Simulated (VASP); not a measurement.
Write the native input for VASP 6.6.1 that does the following.

```yaml
Task: relaxation of cell and atoms
Functional: r2SCAN
Dispersion: rVV10
Potentials_or_basis: VASP PAW PBE potentials, release 64 (Al, As)
Cutoff: 600 eV
k_mesh: 10 × 10 × 10
Occupations: gaussian, width 0.02 eV
Spin: no spin polarisation
Further_INCAR_settings: ALGO = Normal; EDIFF = 1e-06; IBRION = 2; EDIFFG = -0.005; NSW = 60; ISIF = 3
```

The structure of AlAs lies in POSCAR:

```
AlAs
1.0
    0.0000000000      2.8400000000      2.8400000000
    2.8400000000      0.0000000000      2.8400000000
    2.8400000000      2.8400000000      0.0000000000
Al As
1 1
Direct
    0.0000000000      0.0000000000      0.0000000000
    0.2500000000      0.2500000000      0.2500000000
```

The cell was built by a generator and needn't be a form met in nature.

The input as run:

INCAR

```
ALGO = Normal
BPARAM = 11.95
CPARAM = 0.0093
EDIFF = 1E-6
EDIFFG = -0.005
ENCUT = 600
IBRION = 2
ISIF = 3
ISMEAR = 0
IVDW_NL = 2
LASPH = True
LCHARG = False
LMIXTAU = True
LREAL = False
LUSE_VDW = True
LWAVE = False
METAGGA = R2SCAN
NELM = 120
NSW = 60
PREC = Accurate
SIGMA = 0.02
```

KPOINTS

```
k-points
0
Gamma
  10 10 10
```

Potentials or basis: VASP PAW PBE potentials, release 64 (Al, As).

Launch:

```console
$ cat potpaw_PBE.64/Al/POTCAR potpaw_PBE.64/As/POTCAR > POTCAR
$ mpirun -np 1 vasp_std > vasp.out
```

Results of the run:

```
Relaxed volume                         : 22.74 Å³/atom
Relaxed cell                           : a = 4.007 Å, b = 4.007 Å, c = 4.007 Å, α = 60.00°, β = 60.00°, γ = 60.00°
Space group after relaxing (to 0.05 Å) : F-43m (No. 216)
Energy gained by relaxing              : 0.3 meV/atom
Ionic steps                            : 4
Pressure after relaxing                : 0.0 GPa
Band gap on the k mesh                 : 1.74 eV, indirect (least direct gap 2.65 eV)
```

Caveat: the PAW data sets were made with another functional, which shifts forces and pressure a little.

It took 10 min on 1 thread of AMD EPYC 7R43 64-Core Processor (Zen 3) (shared host), peak memory 0.29 GiB.
